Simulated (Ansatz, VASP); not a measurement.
**BAs in VASP and in Ansatz**

Contents of POSCAR:

```
BAs
1.0
    0.0000000000      2.3885000000      2.3885000000
    2.3885000000      0.0000000000      2.3885000000
    2.3885000000      2.3885000000      0.0000000000
As B
1 1
Direct
    0.7500000000      0.7500000000      0.7500000000
    0.0000000000      0.0000000000      0.0000000000
```

The input INCAR.step1:

```
PREC = Accurate
ENCUT = 520
EDIFF = 1E-8
ISMEAR = -1
SIGMA = 0.05
LREAL = F
LASPH = T
NELM = 60
ALGO = Normal
ISIF = 2
LWAVE = F
LCHARG = F
GGA = PE
LEPSILON = T
```

The input KPOINTS.step1:

```
Automatic mesh
0
G
  10 10 10
  0 0 0
```

File INCAR.step2:

```
PREC = Accurate
ENCUT = 520
EDIFF = 1E-5
ISMEAR = -1
SIGMA = 0.05
LREAL = F
LASPH = T
NELM = 60
ALGO = Normal
ISIF = 2
LWAVE = T
LCHARG = F
NBANDS = 11
GGA = PE
```

KPOINTS.step2

```
Automatic mesh
0
Gamma
  5 5 5
```

The input INCAR.step3:

```
PREC = Accurate
ENCUT = 520
EDIFF = 1E-7
ISMEAR = -1
SIGMA = 0.05
LREAL = F
LASPH = T
NELM = 60
ALGO = Normal
ISIF = 2
LWAVE = F
LCHARG = F
GGA = PE
LHFCALC = T
AEXX = 0.1013
PRECFOCK = Fast
NBANDS = 11
ISTART = 1
```

Contents of KPOINTS.step3:

```
Automatic mesh
0
Gamma
  5 5 5
```

KPOINTS_OPT

```
path GXWKGLUWLK,UX
10
line-mode
reciprocal
 0.0000000000  0.0000000000  0.0000000000  G
 0.5000000000  0.0000000000  0.5000000000  X

 0.5000000000  0.0000000000  0.5000000000  X
 0.5000000000  0.2500000000  0.7500000000  W

 0.5000000000  0.2500000000  0.7500000000  W
 0.3750000000  0.3750000000  0.7500000000  K

 0.3750000000  0.3750000000  0.7500000000  K
 0.0000000000  0.0000000000  0.0000000000  G

 0.0000000000  0.0000000000  0.0000000000  G
 0.5000000000  0.5000000000  0.5000000000  L

 0.5000000000  0.5000000000  0.5000000000  L
 0.6250000000  0.2500000000  0.6250000000  U

 0.6250000000  0.2500000000  0.6250000000  U
 0.5000000000  0.2500000000  0.7500000000  W

 0.5000000000  0.2500000000  0.7500000000  W
 0.5000000000  0.5000000000  0.5000000000  L

 0.5000000000  0.5000000000  0.5000000000  L
 0.3750000000  0.3750000000  0.7500000000  K

 0.6250000000  0.2500000000  0.6250000000  U
 0.5000000000  0.0000000000  0.5000000000  X
```

Contents of input.yaml:

```yaml
crystal:
  lattice:
    - [0.0, 2.3885, 2.3885]
    - [2.3885, 0.0, 2.3885]
    - [2.3885, 2.3885, 0.0]
  atoms:
    - { symbol: As, position: [0.75, 0.75, 0.75] }
    - { symbol: B, position: [0.0, 0.0, 0.0] }
hamiltonian:
  xc:
    exchange: pbe
    correlation: pbe
    exx: { coeff: inverse_dielectric }
  pseudopotentials: { kind: paw }
kpoints:
  mp_grid: { grid: [5, 5, 5] }
scf:
  occupations: { method: fermi_dirac, width: 0.05 }
output:
  forces: true
  stress: true
  eigenvalues: true
  write_density: true
  write_potential: true
  elf: true
  volumetric_format: npy
```

Alike in both runs: functional PBE-EpsX; k mesh 5 × 5 × 5; occupations fermi-dirac, width 0.05 eV; no spin polarisation.

|  | VASP | Ansatz |
| --- | --- | --- |
| version | VASP 6.6.1 | Ansatz 0.2.0 |
| potentials or method | VASP PAW PBE potentials, release 64 (As, B) | Ansatz PAW |
| plane-wave cutoff (eV) | 520 | 420 |
| valence electrons in the cell | 8 | 18 |
| task | band structure | single point |

|  | VASP | Ansatz | Ansatz less VASP |
| --- | --- | --- | --- |
| gap on the k mesh at the Fermi level (eV) | 1.73 | 1.72 | -0.008 |
| least direct gap on the mesh (eV) | 3.90 | 3.89 | -0.008 |
| pressure (GPa) | 1.9 | 1.5 | -0.35 |

The two sets of potentials don't hold the same shells in valence.

Caveats: the k mesh is coarse (spacing up to 0.46 Å⁻¹), so the values aren't converged, least of all with exact exchange; an unscreened hybrid on a path of extra k points without a Coulomb cutoff has errors near the mesh points, so the bands along the path aren't reliable (VASP); the PAW data sets were made with another functional, which shifts forces and pressure a little (VASP); an odd mesh through Γ misses points on the zone boundary, where band edges often lie (VASP); odd divisions of the mesh miss points on the zone boundary, where band edges often lie, so the gap on the mesh can be too wide (Ansatz); the PAW data sets come from PBE, with cores solved anew for the run's functional, which leaves a small shift of forces and pressure (Ansatz); the thresholds are loose for stress (Ansatz).
